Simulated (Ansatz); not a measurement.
# WC (Fm-3m) in Ansatz: reference runs

Reference runs on WC: the cell as given and a disturbed copy.

Everything below comes from runs of Ansatz 0.2.0. Logs are shortened: lines on timing, memory, paths and dates and some standing lists are left out, and cuts for length are marked.

### Step 1. Starting point

It takes space group Fm-3m (No. 225, cubic). Conventional cell: a = 4.385 Å, b = 4.385 Å, c = 4.385 Å, α = 90.00°, β = 90.00°, γ = 90.00°. W (site symmetry m-3m) is surrounded by 6 C at 2.19 Å. C (site symmetry m-3m) is surrounded by 6 W at 2.19 Å.

Measurements of this composition are mostly on another form, of space group No. 187.

### Step 2. Single point, PBEsol

File input.yaml:

```yaml
crystal:
  lattice:
    - [0.0, 2.192684, 2.192684]
    - [2.192684, 0.0, 2.192684]
    - [2.192684, 2.192684, 0.0]
  atoms:
    - { symbol: W, position: [0.0, 0.0, 0.0] }
    - { symbol: C, position: [0.5, 0.5, 0.5] }
hamiltonian:
  xc: pbesol
  pseudopotentials: { kind: paw }
kpoints:
  mp_grid: { grid: [10, 10, 10] }
scf:
  occupations: { method: fermi_dirac, width: 0.05 }
output:
  forces: true
  stress: true
  eigenvalues: true
```

Potentials or basis: Ansatz PAW.

On the command line:

```sh
ansatz run input.yaml --threads 2 --pin off --max-ram 5632MiB --backend cpu --events-out ev --progress --plain --runs-dir out
```

Output:

```text
Warning: RAYON_NUM_THREADS=2 ignored (pool sized by the plan → 2); use --threads N
Engine: ansatz 0.2.0, aarch64-unknown-linux-gnu
Pseudopotentials: kind: paw
Pseudopotential: W, paw, valence charge 14, recommended cutoff 420 eV (normal), W.paw.azcp
Pseudopotential: C, paw, valence charge 4, recommended cutoff 420 eV (normal), C.paw.azcp
Functional definition: PBEsol
  exchange = pbesol_x
  correlation = pbesol_c
Crystal: 2 atoms, lattice volume = 21.084 Å³
Basis set: ecut = 420 eV, 411 PW (Γ), exchange–correlation on 48×48×48 points (8 copies of the dense FFT grid, shifted against one another)
Bands: 13, of which v1, the nominal top of the filled ones, is band 9 counted from 1 (8 counted from 0)
Symmetry: 48 space group operations
Space group: Fm-3m (ITA 225), of the structure as read, at distance tolerance 2.8e-5 Å
k-points: 47 of 1000
Non-local potential: W, projectors of the file, l = 0: 3, l = 1: 2, l = 2: 2, l = 3: 1
Non-local potential: C, projectors of the file, l = 0: 2, l = 1: 2, l = 2: 1
PAW form: soft (Blöchl's): semilocal exchange-correlation on the pseudo side does not see the compensation charge
PAW frozen core: W, regenerated for the run's functional, and the local potential with it (the file was generated under x = pbe(κ = 0.804, μ = 0.2195149727645171), c = pbe(β = 0.06672455060314922))
PAW frozen core: C, regenerated for the run's functional, and the local potential with it (the file was generated under x = pbe(κ = 0.804, μ = 0.2195149727645171), c = pbe(β = 0.06672455060314922))
PAW one-centre angular grid: W, 590 points (default); XC on 64 Gauss nodes
PAW one-centre angular grid: C, 110 points (default); XC on 64 Gauss nodes
Initial density: superposition of atomic densities (neutral atoms: chi_scale 0, normalization atom), corrected by the library's trained network
Initial wavefunctions: pseudopotential atomic-orbital guess
Functional: x = pbesol(κ = 0.804, μ = 0.12345679012345678), c = pbesol(β = 0.046)
SCF iter   1: F=—  HF=-10502.827110 eV  |F-HF|=—  |Δ(HF+E_count)|=         —  Δρ=7.03e-3  dr2=9.25e-3  ethr=1.77e-3  ⟨swp⟩=5.2  Hψ=6865  notcnv=0  defer=44
automatic band count: the SCF goes on with 17 bands, as 13 were too few: the levels above may hold too much charge
preconditioner: auto → none  [insulator: Δε(μ)=0.157 eV  Ē_g=14.538 eV  σ=0.050 eV  W_gap=0.62  n_scr=8 (ndim 8)  ℏωp=25.6 eV  f_vac=0.000  D(μ)=0.72/eV (n_scr^D=8)  ε∞_Penn≈4.1]
SCF iter   2: F=—  HF=-10502.825499 eV  |F-HF|=—  |Δ(HF+E_count)|=   1.61e-3  Δρ=3.21e-3  dr2=1.99e-3  ethr=5.14e-5  ⟨swp⟩=1.1  Hψ=1179  notcnv=0  defer=60
SCF iter   3: F=—  HF=-10502.825229 eV  |F-HF|=—  |Δ(HF+E_count)|=   2.71e-4  Δρ=3.35e-4  dr2=1.44e-5  ethr=1.10e-5  ⟨swp⟩=1.7  Hψ=801  notcnv=0  defer=60
SCF iter   4: F=—  HF=-10502.825223 eV  |F-HF|=—  |Δ(HF+E_count)|=   5.94e-6  Δρ=6.86e-5  dr2=6.77e-7  ethr=8.01e-8  ⟨swp⟩=1.9  Hψ=854  notcnv=0  defer=60
iter 5 did not close the SCF: its close was put off for the readings that it lacked (scf_convergence_deferred on its scf_iter line)
SCF iter   5: F=-10502.825223 eV  HF=-10502.825223 eV  |F-HF|=3.53e-10  |Δ(HF+E_count)|=   1.28e-8  Δρ=6.94e-6  dr2=3.85e-9  ethr=3.76e-9  ⟨swp⟩=2.0  Hψ=884  notcnv=0  defer=60
SCF iter   6: F=-10502.825223 eV  HF=-10502.825223 eV  |F-HF|=1.42e-10  |Δ(HF+E_count)|=   1.90e-9  Δρ=1.01e-6  dr2=1.71e-10  ethr=2.14e-11  ⟨swp⟩=5.4  Hψ=3014  notcnv=0
SCF 1 converged in 6 iterations: F = -10502.825223 eV  dr2 = 1.71e-10
SCF converged after 6 iterations
Free energy (F): -10502.825223 eV
Harris-Foulkes:  -10502.825223 eV  (|F-HF|=1.42e-10)
Internal energy: -10502.818832 eV  (E = F + TS)
E sigma→0 (E₀):  -10502.822028 eV
Entropy (-TS):   -0.006390 eV (-3.195 meV/atom)
Fermi energy:    21.666055 eV
--- Per-component energies (eV) ---
  E_band       = -63.969059
  E_kinetic    = 540.911379
  E_local      = -662.739037  (includes V_loc(G=0)·N_el)
  E_nonlocal   = 28.892712
  E_hartree    = 230.775547
  E_xc         = -313.739743
  E_vxc        = -299.043676  (∫ρ·V_xc dr)
  E_paw        = -8530.984832  (= ΣΔE_a)
  E_vpaw       = -133.541331  (= ΣTr[D̂ρ^β])
  E_aug_tail   = -0.000068  (compensation charges beyond the density's cutoff)
  E_ewald      = -1796.177684
  E_core_change = 0.242893  (= ΣΔE_core)
  E_smearing   = -0.006390  (= −TS)
  E_closure    = 0.000000  (closes the sum)
  Σ components = -10502.825223   (vs F -10502.825223, Δ=0.00e0)
--- Forces (eV/Å), atoms counted from 1 ---
  atom   1  W     -0.00000000     0.00000000    -0.00000000
  atom   2  C      0.00000000    -0.00000000     0.00000000
  max |Σ_I F_I| component: 3.55e-30 eV/Å
--- Stress (GPa, compression-positive) ---
      -10.237982       0.000000       0.000000
        0.000000     -10.237982      -0.000000
        0.000000       0.000000     -10.237982
  P = ⅓ Tr σ = -10.2380 GPa (-102.380 kbar)
--- Band table (eV; the first three rows and the last of 47) ---
  k-point 0: bands = ["-53.6887", "-17.7174", "-17.7174", "-17.7174", "5.8407", "18.8549", "18.8549", "18.8549", "20.5923", "20.5923", "20.5923", "20.6458", "20.6458", "28.0813", "31.2365", "44.7580", "44.7580"]
  k-point 1: bands = ["-53.6851", "-17.7764", "-17.7237", "-17.7237", "6.1208", "17.9547", "18.4127", "18.4127", "19.4796", "19.4796", "20.9378", "22.7477", "22.7477", "28.5992", "31.8811", "42.0861", "43.2280"]
  k-point 2: bands = ["-53.6758", "-17.9281", "-17.7401", "-17.7401", "6.9131", "16.2979", "17.0318", "17.0318", "20.0667", "20.0667", "21.3884", "25.1040", "25.1040", "29.6444", "33.2996", "39.2073", "40.1915"]
  k-point 46: bands = ["-53.6388", "-18.1397", "-18.0404", "-17.9334", "8.8916", "15.5337", "15.5977", "15.6469", "21.3014", "22.8304", "23.9023", "24.9076", "26.6210", "32.6422", "33.7568", "35.2399", "37.9428"]
```

Run time: 0.87 s. Hardware: 2 threads of Arm Neoverse V1, shared host; peak memory 0.28 GiB.

Results:

```
Free energy            : -10502.8252 eV
Pressure               : -10.2 GPa
Band gap on the k mesh : none (metal or under the smearing width)
```

Levels at points of the mesh, in eV from the Fermi level:
```tsv
k point	band 7	band 8	band 9	band 10	band 11	band 12
(0.00, 0.00, 0.00)	-2.81	-2.81	-1.07	-1.07	-1.07	-1.02
(0.00, 0.00, -0.50)	-6.63	-6.63	0.99	0.99	2.28	4.85
(0.00, -0.50, -0.50)	-5.63	-2.52	-2.52	0.80	2.23	2.23
```

Caveat: the pressure holds a Pulay correction of +0.3 GPa for the finite cutoff; the PAW data sets come from PBE, with cores solved anew for the run's functional, which leaves a small shift of forces and pressure. The run has no spin-orbit coupling, so splittings on W are missing.

### Step 3. Single point, PBEsol (atoms moved at random, drawn with an rms of 0.05 Å)

input.yaml: that of step 2 with these lines changed.

```diff
@@ -6,4 +6,4 @@
   atoms:
-    - { symbol: W, position: [0.0, 0.0, 0.0] }
-    - { symbol: C, position: [0.5, 0.5, 0.5] }
+    - { symbol: W, position: [-0.017418, -0.004818, 0.002798] }
+    - { symbol: C, position: [0.517446, 0.505944, 0.486775] }
 hamiltonian:
```

Potentials or basis: Ansatz PAW.

On the command line:

```sh
ansatz run input.yaml --threads 2 --pin off --max-ram 5632MiB --backend cpu --events-out ev --progress --plain --runs-dir out
```

Output:

```text
Warning: RAYON_NUM_THREADS=2 ignored (pool sized by the plan → 2); use --threads N
[... 7 set-up lines as earlier in the session ...]
Crystal: 2 atoms, lattice volume = 21.084 Å³
Basis set: ecut = 420 eV, 411 PW (Γ), exchange–correlation on 48×48×48 points (8 copies of the dense FFT grid, shifted against one another)
Bands: 13, of which v1, the nominal top of the filled ones, is band 9 counted from 1 (8 counted from 0)
Symmetry: 1 space group operations
Space group: P1 (ITA 1), of the structure as read, at distance tolerance 2.8e-5 Å
k-points: 504 of 1000 (time reversal used)
[... 7 set-up lines as earlier in the session ...]
[... 11 lines left out ...]
SCF 1 converged in 6 iterations: F = -10502.786634 eV  dr2 = 4.68e-9
SCF converged after 6 iterations
Free energy (F): -10502.786634 eV
Harris-Foulkes:  -10502.786634 eV  (|F-HF|=2.58e-9)
Internal energy: -10502.780048 eV  (E = F + TS)
E sigma→0 (E₀):  -10502.783341 eV
Entropy (-TS):   -0.006586 eV (-3.293 meV/atom)
Fermi energy:    21.636694 eV
--- Per-component energies (eV) ---
  E_band       = -63.975246
  E_kinetic    = 541.232773
  E_local      = -664.918718  (includes V_loc(G=0)·N_el)
  E_nonlocal   = 29.035410
  E_hartree    = 231.705318
  E_xc         = -313.815534
  E_vxc        = -299.140396  (∫ρ·V_xc dr)
  E_paw        = -8531.036032  (= ΣΔE_a)
  E_vpaw       = -133.594269  (= ΣTr[D̂ρ^β])
  E_aug_tail   = -0.000061  (compensation charges beyond the density's cutoff)
  E_ewald      = -1795.226096
  E_core_change = 0.242893  (= ΣΔE_core)
  E_smearing   = -0.006586  (= −TS)
  E_closure    = -0.000000  (closes the sum)
  Σ components = -10502.786634   (vs F -10502.786634, Δ=0.00e0)
--- Forces (eV/Å), atoms counted from 1 ---
  atom   1  W     -0.07619543     0.27799252     0.64683569
  atom   2  C      0.07619202    -0.27798315    -0.64681040
  max |Σ_I F_I| component: 2.53e-5 eV/Å
--- Stress (GPa, compression-positive) ---
      -10.305521      -0.014472      -0.001026
       -0.014472      -9.491095      -0.005561
       -0.001026      -0.005561      -5.143856
  P = ⅓ Tr σ = -8.3135 GPa (-83.135 kbar)
--- Band table (eV; the first three rows and the last of 504) ---
  k-point 0: bands = ["-53.6733", "-17.7119", "-17.7063", "-17.7052", "5.8447", "18.5499", "18.5818", "18.8547", "19.6045", "20.4155", "20.9304", "21.1667", "21.7391", "28.0292", "31.1984", "44.6048", "44.6266"]
  k-point 1: bands = ["-53.6697", "-17.7681", "-17.7153", "-17.7119", "6.1249", "17.6288", "18.2359", "18.5276", "19.3973", "19.6072", "20.8777", "22.8964", "23.2023", "28.5466", "31.8439", "42.0392", "43.1232"]
  k-point 2: bands = ["-53.6604", "-17.9203", "-17.7321", "-17.7286", "6.9169", "16.0918", "16.9973", "17.2000", "20.0025", "20.0590", "21.3202", "25.1966", "25.3946", "29.5837", "33.2773", "39.1345", "40.1241"]
  k-point 503: bands = ["-53.6359", "-18.2999", "-17.7765", "-17.7712", "10.4170", "11.8700", "15.0302", "15.0635", "22.6308", "22.6765", "23.9436", "26.4113", "30.2226", "30.4855", "33.5204", "33.5947", "35.4141"]
```

It took 9.3 s on 2 threads of Arm Neoverse V1, shared host; peak memory 0.48 GiB.

What came out:

* Free energy: -10502.7866 eV
* Pressure: -8.3 GPa
* Largest force: 0.708 eV/Å
* Band gap on the k mesh: none (metal or under the smearing width)

Forces in eV/Å, atoms in the order of the input:
```
W   -0.076  0.278  0.647
C    0.076 -0.278 -0.647
```

Stress tensor (GPa, compression positive):
```
-10.31  -0.01   0.00
 -0.01  -9.49  -0.01
  0.00  -0.01  -5.14
```

Caveat: the pressure holds a Pulay correction of +0.3 GPa for the finite cutoff; the PAW data sets come from PBE, with cores solved anew for the run's functional, which leaves a small shift of forces and pressure. The run has no spin-orbit coupling, so splittings on W are missing.
